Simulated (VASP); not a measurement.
Ti2O in VASP: the effect of Hubbard term

Ti2O:

```
Ti O
1.0
     2.91940    0.00000    0.00000
    -1.45970    2.52827    0.00000
     0.00000    0.00000    4.71300
Ti O
2 1
Direct
  0.33333 0.66667 0.72126
  0.66667 0.33333 0.27874
  0.00000 0.00000 0.00000
```

Alike in all runs:

```yaml
Program: VASP 6.6.1
Task: single point
Functional: LDA
Potentials_or_basis: VASP PAW LDA potentials, release 64 (Ti_sv, O)
Cutoff: 520 eV
k_mesh: 10 × 10 × 6
Occupations: fermi-dirac, width 0.05 eV
Spin: no spin polarisation
Further_INCAR_settings: ALGO = Normal; EDIFF = 1e-07
```

```csv
Hubbard term,pressure (GPa),largest force (eV/Å)
none,-1.2,1.41
Ti d U = 2 eV,4.2,1.40
Ti d U = 3 eV,6.9,1.39
Ti d U = 4 eV,9.7,1.39
Ti d U = 5 eV,12.6,1.38
Ti d U = 6 eV,15.6,1.38
Ti d U = 8 eV,?,?
```

Problem. What does the run with Hubbard term Ti d U = 8 eV give?

Solution. Pressure 21.8 GPa; largest force 1.37 eV/Å.

Worked out: A straight line through the other rows of the pressure, of slope 2.79 GPa per eV, extrapolates to 21.0 GPa, against the run's 21.8. A straight line through the other rows of the largest force, of slope -0.00529 eV/Å per eV, extrapolates to 1.37 eV/Å, against the run's 1.37.

Caveats: forces of over 1 eV/Å show positions far from the minimum, so gaps and moduli don't describe the material at rest; U without spin polarisation on a metal has little footing (some runs).
